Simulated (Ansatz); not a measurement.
# A defect in a wire: (3,3) C nanotube, P in place of one C, part 2 of 4

What does the defect do to the conductance?

Ansatz 0.2.0; DFT PBE, plane waves, PAW; relaxation of a wire's period (the session's first sound run).

So far. Step 2 (Relaxation of atoms and period): The cell's length comes to 2.466 Å with spin left out.

## (3) The perfect wire

This step: DFT PBE, plane waves, PAW; channels and complex bands of a perfect wire (Ansatz 0.2.0).

At the relaxed period the Bloch states of the perfect wire are found at each energy: those that move forward count the open channels, and those that decay describe how a disturbance dies away inside the wire itself. An energy step of 0.035 eV is under the 0.039 eV that the program asks for its thermal average at 300 K.

File input.yaml:

```yaml
crystal:
  lattice:
    - [10.868, 0.0, 0.0]
    - [0.0, 10.806, 0.0]
    - [0.0, 0.0, 2.4664819415]
  atoms:
    - { symbol: C, position: [0.648270349, 0.62532147, 0.0] }
    - { symbol: C, position: [0.693514287, 0.500080886, 0.0] }
    - { symbol: C, position: [0.306485713, 0.499919114, 0.5] }
    - { symbol: C, position: [0.351729651, 0.37467853, 0.5] }
    - { symbol: C, position: [0.466301161, 0.691757203, 0.5] }
    - { symbol: C, position: [0.596808737, 0.668744024, 0.5] }
    - { symbol: C, position: [0.596793604, 0.331410617, 0.5] }
    - { symbol: C, position: [0.681870799, 0.433551834, 0.5] }
    - { symbol: C, position: [0.318129201, 0.566448166, 0.0] }
    - { symbol: C, position: [0.403206396, 0.668589383, 0.0] }
    - { symbol: C, position: [0.403191263, 0.331255976, 0.0] }
    - { symbol: C, position: [0.533698839, 0.308242797, 0.0] }
kpoints:
  mp_grid: { grid: [1, 1, 33] }
scf:
  occupations: { method: fermi_dirac, width: 0.05 }
hamiltonian:
  xc: pbe
output:
  transmission:
    e_range: [-1.26, 1.26]
    de: 0.035
    kmesh: [1, 1]
    reduced_basis: true
    leads: [[0, 0]]
basis:
  ecutwfc: "350 eV"
```

Launch:

```
> ansatz run input.yaml --threads 4 --pin off --max-ram 16384MiB --backend cpu --events-out ev --progress --plain --runs-dir out
```

Numbers of over 12 decimals in the logs are rounded to 6 here.

Log:

```text
Warning: basis.ecutwfc = 350 eV is below the records' recommended 420 eV, and the density's cutoff is lower with it unless basis.ecutrho_ratio is high enough to keep the records' density cutoff: compare with a run at a higher cutoff
[...]
Crystal: 12 atoms, lattice volume = 289.663 Å³
Basis set: ecut = 350 eV, 4291 PW (Γ)
Bands: 36, of which v1, the nominal top of the filled ones, is band 24 counted from 1 (23 counted from 0)
Symmetry: 4 space group operations
[...]
k-points: 17 of 33
[...]
SCF iter   1: F=—  HF=-3005.233207 eV  |F-HF|=—  |Δ(HF+E_count)|=         —  Δρ=6.35e-3  dr2=7.29e-2  ethr=1.77e-3  ⟨swp⟩=11.5  Hψ=3924  notcnv=0  defer=59
[...]
SCF iter   8: F=-3005.230900 eV  HF=-3005.230900 eV  |F-HF|=1.08e-8  |Δ(HF+E_count)|=   1.19e-7  Δρ=2.47e-6  dr2=1.44e-8  ethr=2.08e-10  ⟨swp⟩=17.2  Hψ=3245  notcnv=0
SCF 1 converged in 8 iterations: F = -3005.230900 eV  dr2 = 1.44e-8
[...]
transmission: 4 of 4 steps passed
SCF converged after 8 iterations
Free energy (F): -3005.230900 eV
[...]
Internal energy: -3005.227168 eV  (E = F + TS)
E sigma→0 (E₀):  -3005.229034 eV
Entropy (-TS):   -0.003732 eV (-0.311 meV/atom)
Fermi energy:    0.002749 eV
[...]
--- Band table (eV; the first three rows and the last of 17) ---
  k-point 0: bands = [... 20 lower, -3.9475, -3.5181, -3.2348, -1.4683, 1.1248, 3.0731, 3.3718, 3.4007, ... 8 higher]
  k-point 1: bands = [... 20 lower, -3.9312, -3.5429, -3.3026, -1.4513, 1.1272, 3.0950, 3.3862, 3.4027, ... 8 higher]
  k-point 2: bands = [... 20 lower, -3.8827, -3.6171, -3.4997, -1.4007, 1.1309, 3.1604, 3.4034, 3.4283, ... 8 higher]
  k-point 16: bands = [... 20 lower, -2.8035, -2.8022, -2.4625, -2.4610, 0.8769, 0.8773, 1.0815, 1.0824, ... 8 higher]
--- Transmission ---
  basis      : 861 plane waves across, 4 finite elements along
  points     : 1, standing for a mesh of 1 x 1
  filling    : by the input's occupations and mesh, since the crystals that have channels conduct as metals do. If one of these is a semiconductor, that mesh has misplaced its level
  energies   : 73 from -1.260000 to 1.260000 eV about the Fermi level, 0.035000 eV apart; the leads are filled to 0.000000 eV, and channels, transmission and decay are at 0.000000 eV
  crystal 0  : C12, at the sites [0, 0], period 2.4665 Å: whole cells are its period
    offset         : up to 0.0000 Å between an atom of the period and one for which it stands
    filled         : 8.1 meV over the level at which it is neutral
    channels       : 2.000000e0 a spin
    conductance    : 1.3158e14 S/m² at 300 K; may be off by some 0.1 % by where its bands' edges are placed, 0.0 % from the distance to neutral
```

Wall time 8.7 min (4 threads of Arm Neoverse V1, shared host); peak memory 5.6 GiB; 33 min of CPU time.

Reading the cycles: dr2 is the Hartree energy of the density residual (eV), the measure of convergence; HF is the Harris–Foulkes estimate of the energy, which meets the free energy F at convergence.

This step gave:

```yaml
energy_at_zero_smearing: -3005.2290 eV
channels_at_the_energy_nearest_the_fermi_level_one_spin: 2
conductance_of_the_lead_as_this_run_defines_it: 1.994 G₀
band_gap: 0 eV
```

Open channels of the lead, one spin against energy, zero at the Fermi level:

energy (eV), open channels of the lead, one spin and a bar from the least value:
```
    -1.26       2.00 
    -1.19       2.00 
    -1.08       2.00 
    -1.01       2.00 
    -0.91       2.00 
    -0.84       2.00 
    -0.73       2.00 
    -0.67       2.00 
    -0.56       2.00 
    -0.49       2.00 
    -0.39       2.00 
    -0.32       2.00 
    -0.21       2.00 
    -0.14       2.00 
    -0.04       2.00 
     0.00       2.00 
     0.04       2.00 
     0.14       2.00 
     0.21       2.00 
     0.32       2.00 
     0.39       2.00 
     0.49       2.00 
     0.56       2.00 
     0.67       2.00 
     0.73       6.00 ##############################
     0.84       6.00 ##############################
     0.91       6.00 ##############################
     1.01       6.00 ##############################
     1.08       6.00 ##############################
     1.19       5.00 ######################
     1.26       5.00 ######################
```

The slowest values at each energy, most degenerate partners merged, listed up to 1.5 1/Å. Table of Im kz of the slowest decaying states by energy, zero at the Fermi level:

```tsv
energy (eV)	decay 1 (Å⁻¹)	decay 2 (Å⁻¹)	decay 3 (Å⁻¹)	decay 4 (Å⁻¹)
-1.190	0.218	0.219	0.370	0.417
-1.015	0.228	0.228	0.381	0.423
-0.805	0.234	0.234	0.392	0.429
-0.595	0.234	0.235	0.402	0.431
-0.385	0.230	0.230	0.411	0.427
-0.210	0.222	0.222	0.417	0.422
0.000	0.206	0.207	0.415	0.424
0.210	0.183	0.184	0.405	0.430
0.385	0.155	0.156	0.394	0.434
0.595	0.101	0.102	0.375	0.437
0.805	0.342	0.440	0.442	0.443
1.015	0.263	0.439	0.439	0.441
1.190	0.198	0.435	0.436	0.441
```

By hand: the program gives 1.3158 × 10^14 S/m² over the cell's cross-section of 117.44 Å² = 1.174 × 10^-18 m², so one cell conducts 1.545 × 10^-4 S. Divided by G0 = 2e²/h = 7.748 × 10^-5 S this is 1.99 G0, a resistance of 6.47 kΩ.

At the computed energy nearest the Fermi level there are 2 channels a spin, and the thermal average gives 1.99 G₀.

(Continued in part 3 of 4.)

[Logs are printed without paths, hosts, clocks, repeated set-up lines and the standing remarks that a program may print on its own settings, such as how far it seeks lower states.]

[Hosts, paths, dates, database ids (printed as entryN), source tags and the programs' standing remarks are cut or masked in the printed files.]
